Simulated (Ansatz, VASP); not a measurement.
# One calculation of MgO, two programs

```xyz
2
Lattice="0.0000 2.1038 2.1992 2.1038 0.0000 2.1992 2.1038 2.1038 0.0000" Properties=species:S:1:pos:R:3 pbc="T T T"
Mg    0.0000    0.0000    0.0000
O     2.1038    2.1038    2.1992
```

Change from the starting cell: z stretched by +3 % at fixed volume, PAW files.

Alike in both runs: task electric field gradients; functional PBE; k mesh 11 × 11 × 11; occupations fermi-dirac, width 0.01 eV; no spin polarisation.

|  | VASP | Ansatz |
| --- | --- | --- |
| version | VASP 6.6.1 | Ansatz 0.2.0 |
| potentials or method | VASP PAW PBE potentials, release 64 (Mg, O) | PAW with Ansatz's default frozen-core files, scalar-relativistic |
| plane-wave cutoff (eV) | 520 | 420 |
| valence electrons in the cell | 8 | 16 |

VASP gave:

- gap on the k mesh at the Fermi level (eV): 4.27
- pressure (GPa): -1.9
- largest component of the traceless stress (GPa): 4.54
- Vzz of the field gradient on the site that differs most (V/Å²): 8.9

Question: Which values does Ansatz return?

Answer: gap on the k mesh at the Fermi level (eV): 4.29; pressure (GPa): -1.1; largest component of the traceless stress (GPa): 4.52; Vzz of the field gradient on the site that differs most (V/Å²): 10.1.

The two sets of potentials don't hold the same shells in valence.
